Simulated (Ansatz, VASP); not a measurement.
**Two plane-wave programs on Al**

```
CELL_PARAMETERS angstrom
2.67970 0.00000 0.00000
-1.33985 2.32069 0.00000
0.00000 0.00000 8.80649
ATOMIC_POSITIONS crystal
Al 0.00000 0.00000 0.00000
Al 0.33333 0.66667 0.25000
Al 0.00000 0.00000 0.50000
Al 0.66667 0.33333 0.75000
```

Alike in both runs: functional PBEsol; k mesh 9 × 9 × 3; no spin polarisation.

Ansatz relaxed the structure, and its values are those at the end. VASP's run is a single point on that final structure, the one shown.

|  | VASP | Ansatz |
| --- | --- | --- |
| version | VASP 6.6.1 | Ansatz 0.2.0 |
| potentials or method | VASP PAW PBE potentials, release 64 (Al) | plane waves, PAW |
| plane-wave cutoff (eV) | 520 | 420 |
| occupations | methfessel-paxton of order 1, width 0.1 eV | cold, width 0.1 eV |
| valence electrons in the cell | 12 | 12 |

Ansatz gave:

| Item | Value |
| --- | --- |
| pressure (GPa) | 20.0 |

Question: Estimate VASP's values.

Answer: Pressure (GPa): 20.2.

Caveats: so large a pressure means that the cell lies far from this level's equilibrium, or that cutoff or potentials fall short (VASP); the potentials were made for another functional, which shifts forces and pressure (VASP).
